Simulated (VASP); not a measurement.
Runs of VASP 6.6.1 on GaAs. Symmetry: F-43m, No. 216, cubic system. The conventional cell has a = 5.666 Å, b = 5.666 Å, c = 5.666 Å, α = 90.00°, β = 90.00°, γ = 90.00°. Ga (site symmetry -43m) is surrounded by 4 As at 2.45 Å. As (site symmetry -43m) has 4 Ga at 2.45 Å as nearest neighbours. 

```csv
level,k mesh,exchange at q = 0,grid for exact exchange (PRECFOCK),share of exact exchange,screening parameter,mesh quality,gap on the mesh (eV),pressure (GPa)
PBE-based screened hybrid,4 × 4 × 4,truncated,Normal,0.35,0.2078,coarse,1.83,-0.2
PBEsol,6 × 6 × 6,-,-,-,-,not flagged,(a),-0.2
HSE06,4 × 4 × 4,truncated,Normal,-,0.2079 1/A,coarse,1.41,(b)
PBE-based screened hybrid,4 × 4 × 4,truncated,Normal,0.4,0.1,coarse,2.58,-1.1
```

Alike in all rows: task single point; potentials or basis VASP PAW PBE potentials, release 64 (Ga_d, As); no spin polarisation; cell as given; cutoff (eV) 520; smearing gaussian 0.01 eV.

Question: Fill in the values left out.

Answer: (a) 0.40; (b) 0.8.

Caveats: some runs use coarse meshes; the PAW data sets were made with another functional, which shifts forces and pressure a little.

A k mesh can miss the band edges, and the runs leave out spin-orbit coupling on As, Ga.

Not every run made on this cell is shown here.
